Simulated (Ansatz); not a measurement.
## In2O3: O interstitial

These are results of Ansatz, DFT PBE, scalar-relativistic, plane waves, PAW, not measurements. Run with 420 eV cutoff, 2×2×2 k-mesh, shifted by half a step, Gaussian smearing of 0.01 eV, collinear spin in charge -1 alone.

Host crystal, relaxed:

```
In O
1.0
     2.78762    1.60943    4.91903
    -2.78762    1.60943    4.91903
     0.00000   -3.21886    4.91903
In O
4 6
Direct
  0.64280 0.64280 0.64280
  0.85720 0.85720 0.85720
  0.35720 0.35720 0.35720
  0.14280 0.14280 0.14280
  0.04657 0.75000 0.45343
  0.75000 0.45343 0.04657
  0.45343 0.04657 0.75000
  0.95343 0.25000 0.54657
  0.54657 0.95343 0.25000
  0.25000 0.54657 0.95343
```

Supercell of 40 atoms, rows in host cell vectors: -1 1 1; 1 -1 1; 1 1 -1. Atoms relax at the host's cell from a start displaced at random by 0.06 Å near the defect, so other minima may exist. The cell is small, so energies carry finite-size errors of tenths of an eV. The host's Kohn–Sham gap is 0.96 eV.

Defect: O interstitial, charge 0.

Command:

```bash
ansatz run input.yaml --threads 4 --pin off --max-ram 10240MiB --backend cpu --events-out ev --progress --plain --runs-dir out
```

The input:

```yaml
crystal:
  lattice:
    - [-5.5752353397, -3.2188636242, 4.9190313808]
    - [5.5752353397, -3.2188636242, 4.9190313808]
    - [0.0, 6.4377272484, 4.9190313808]
  atoms:
    - { symbol: In, position: [0.6427970984, 0.6427970984, 0.6427970984] }
    - { symbol: In, position: [0.1427970984, 0.1427970984, 0.6427970984] }
    - { symbol: In, position: [0.1427970984, 0.6427970984, 0.1427970984] }
    - { symbol: In, position: [0.6427970984, 0.1427970984, 0.1427970984] }
    - { symbol: In, position: [0.8572029016, 0.8572029016, 0.8572029016] }
    - { symbol: In, position: [0.3572029016, 0.3572029016, 0.8572029016] }
    - { symbol: In, position: [0.3572029016, 0.8572029016, 0.3572029016] }
    - { symbol: In, position: [0.8572029016, 0.3572029016, 0.3572029016] }
    - { symbol: In, position: [0.3626128295, 0.3659002387, 0.3509993987] }
    - { symbol: In, position: [0.8572029016, 0.8572029016, 0.3572029016] }
    - { symbol: In, position: [0.8572029016, 0.3572029016, 0.8572029016] }
    - { symbol: In, position: [0.3572029016, 0.8572029016, 0.8572029016] }
    - { symbol: In, position: [0.1427970984, 0.1427970984, 0.1427970984] }
    - { symbol: In, position: [0.6418063688, 0.6391431817, 0.139879601] }
    - { symbol: In, position: [0.6427970984, 0.1427970984, 0.6427970984] }
    - { symbol: In, position: [0.1427970984, 0.6427970984, 0.6427970984] }
    - { symbol: O, position: [0.5965349922, 0.2550053351, 0.3883173668] }
    - { symbol: O, position: [0.1017163992, 0.75, 0.3982836008] }
    - { symbol: O, position: [0.1017163992, 0.25, 0.8982836008] }
    - { symbol: O, position: [0.6017163992, 0.75, 0.8982836008] }
    - { symbol: O, position: [0.25, 0.3982836008, 0.6017163992] }
    - { symbol: O, position: [0.75, 0.8982836008, 0.6017163992] }
    - { symbol: O, position: [0.750535105, 0.400203703, 0.1024709071] }
    - { symbol: O, position: [0.25, 0.8982836008, 0.1017163992] }
    - { symbol: O, position: [0.4048957982, 0.5937961205, 0.245702768] }
    - { symbol: O, position: [0.8982836008, 0.1017163992, 0.25] }
    - { symbol: O, position: [0.8982836008, 0.6017163992, 0.75] }
    - { symbol: O, position: [0.3982836008, 0.1017163992, 0.75] }
    - { symbol: O, position: [0.3982836008, 0.75, 0.6017163992] }
    - { symbol: O, position: [0.8982836008, 0.25, 0.6017163992] }
    - { symbol: O, position: [0.8982836008, 0.75, 0.1017163992] }
    - { symbol: O, position: [0.3940670492, 0.2492007832, 0.1117649885] }
    - { symbol: O, position: [0.6017163992, 0.3982836008, 0.75] }
    - { symbol: O, position: [0.1017163992, 0.8982836008, 0.75] }
    - { symbol: O, position: [0.1017163992, 0.3982836008, 0.25] }
    - { symbol: O, position: [0.6017163992, 0.8982836008, 0.25] }
    - { symbol: O, position: [0.75, 0.6017163992, 0.3982836008] }
    - { symbol: O, position: [0.25, 0.1017163992, 0.3982836008] }
    - { symbol: O, position: [0.25, 0.6017163992, 0.8982836008] }
    - { symbol: O, position: [0.75, 0.1017163992, 0.8982836008] }
    - { symbol: O, position: [0.5502888172, 0.4100172882, 0.2238594134] }
  host:
    lattice:
      - [2.7876176699, 1.6094318121, 4.9190313808]
      - [-2.7876176699, 1.6094318121, 4.9190313808]
      - [0.0, -3.2188636242, 4.9190313808]
    atoms:
      - { symbol: In, position: [0.6427970984, 0.6427970984, 0.6427970984] }
      - { symbol: In, position: [0.8572029016, 0.8572029016, 0.8572029016] }
      - { symbol: In, position: [0.3572029016, 0.3572029016, 0.3572029016] }
      - { symbol: In, position: [0.1427970984, 0.1427970984, 0.1427970984] }
      - { symbol: O, position: [0.0465672017, 0.75, 0.4534327983] }
      - { symbol: O, position: [0.75, 0.4534327983, 0.0465672017] }
      - { symbol: O, position: [0.4534327983, 0.0465672017, 0.75] }
      - { symbol: O, position: [0.9534327983, 0.25, 0.5465672017] }
      - { symbol: O, position: [0.5465672017, 0.9534327983, 0.25] }
      - { symbol: O, position: [0.25, 0.5465672017, 0.9534327983] }
basis:
  ecutwfc: 420
  xc_grid: 2
kpoints:
  mp_grid: { grid: [2, 2, 2], shift: [0.5, 0.5, 0.5] }
hamiltonian:
  xc: pbe
scf:
  occupations: { method: gaussian, width: 0.01 }
output:
  forces: true
  stress: false
  eigenvalues: true
  charged_corrections:
    defect_position: [0.54166667, 0.41666667, 0.20833333]
    epsilon: [[12.976, 0.0, 0.0], [0.0, 12.976, 0.0], [0.0, 0.0, 16.5153]]
  write_density: true
  write_potential: true
  elf: true
  volumetric_format: npy
relax:
  adjacent_minimum: "off"
  f_tol: 0.025
  max_steps: 45
```

From the output:

```
Warning: RAYON_NUM_THREADS=4 ignored (pool sized by the plan → 4); use --threads N
Crystal: 41 atoms, lattice volume = 529.659 Å³
Basis set: ecut = 420 eV, 10397 PW (Γ), exchange–correlation on 120×120×120 points (8 copies of the dense FFT grid, shifted against one another)
Bands: 220, of which v1, the nominal top of the filled ones, is band 179 counted from 1 (178 counted from 0)
Symmetry: 1 space group operations
Space group: P1 (ITA 1), of the structure as read, at distance tolerance 8.1e-5 Å
k-points: 4 of 8 (time reversal used)
relax step   1: F+E_penalty+E_count = -103742.39520748 eV  Δ(F+E_penalty+E_count) = +0.000e0 eV  max|allowed force component| = 8.203e0 eV/Å  Δτ_max = 0.0000 Å
relax step   2: F+E_penalty+E_count = -103745.65509475 eV  Δ(F+E_penalty+E_count) = -3.260e0 eV  max|allowed force component| = 2.797e0 eV/Å  Δτ_max = 0.1949 Å
relax step   3: F+E_penalty+E_count = -103746.81653143 eV  Δ(F+E_penalty+E_count) = -1.161e0 eV  max|allowed force component| = 2.217e0 eV/Å  Δτ_max = 0.1954 Å
relax step   4: F+E_penalty+E_count = -103747.39433165 eV  Δ(F+E_penalty+E_count) = -5.778e-1 eV  max|allowed force component| = 2.388e0 eV/Å  Δτ_max = 0.2000 Å
relax step   5: F+E_penalty+E_count = -103747.92459834 eV  Δ(F+E_penalty+E_count) = -5.303e-1 eV  max|allowed force component| = 1.636e0 eV/Å  Δτ_max = 0.1973 Å
relax step   6: F+E_penalty+E_count = -103748.28519474 eV  Δ(F+E_penalty+E_count) = -3.606e-1 eV  max|allowed force component| = 1.066e0 eV/Å  Δτ_max = 0.2000 Å
relax step   7: F+E_penalty+E_count = -103748.50733507 eV  Δ(F+E_penalty+E_count) = -2.221e-1 eV  max|allowed force component| = 5.599e-1 eV/Å  Δτ_max = 0.2000 Å
relax step   8: F+E_penalty+E_count = -103748.59313674 eV  Δ(F+E_penalty+E_count) = -8.580e-2 eV  max|allowed force component| = 1.070e-1 eV/Å  Δτ_max = 0.2000 Å
relax step   9: F+E_penalty+E_count = -103748.60531353 eV  Δ(F+E_penalty+E_count) = -1.218e-2 eV  max|allowed force component| = 2.767e-1 eV/Å  Δτ_max = 0.2000 Å
relax step  10: F+E_penalty+E_count = -103748.63702158 eV  Δ(F+E_penalty+E_count) = -3.171e-2 eV  max|allowed force component| = 6.148e-1 eV/Å  Δτ_max = 0.1861 Å
relax step  11: F+E_penalty+E_count = -103748.71203723 eV  Δ(F+E_penalty+E_count) = -7.502e-2 eV  max|allowed force component| = 1.013e0 eV/Å  Δτ_max = 0.1967 Å
relax step  12: F+E_penalty+E_count = -103748.91183333 eV  Δ(F+E_penalty+E_count) = -1.998e-1 eV  max|allowed force component| = 3.417e-1 eV/Å  Δτ_max = 0.2000 Å
relax step  13: F+E_penalty+E_count = -103748.94917753 eV  Δ(F+E_penalty+E_count) = -3.734e-2 eV  max|allowed force component| = 4.782e-2 eV/Å  Δτ_max = 0.1212 Å
relax step  14: F+E_penalty+E_count = -103748.95006624 eV  Δ(F+E_penalty+E_count) = -8.887e-4 eV  max|allowed force component| = 5.877e-3 eV/Å  Δτ_max = 0.0096 Å
SCF converged after 7 iterations
Free energy (F): -103748.950066 eV
E sigma→0 (E₀):  -103748.950066 eV
Fermi energy:    9.879853 eV
```

The relaxation gained 6.55 eV in 14 steps. Time: 8.3 min on 4 threads of Arm Neoverse V1, on a shared host, peak memory 2.4 GiB.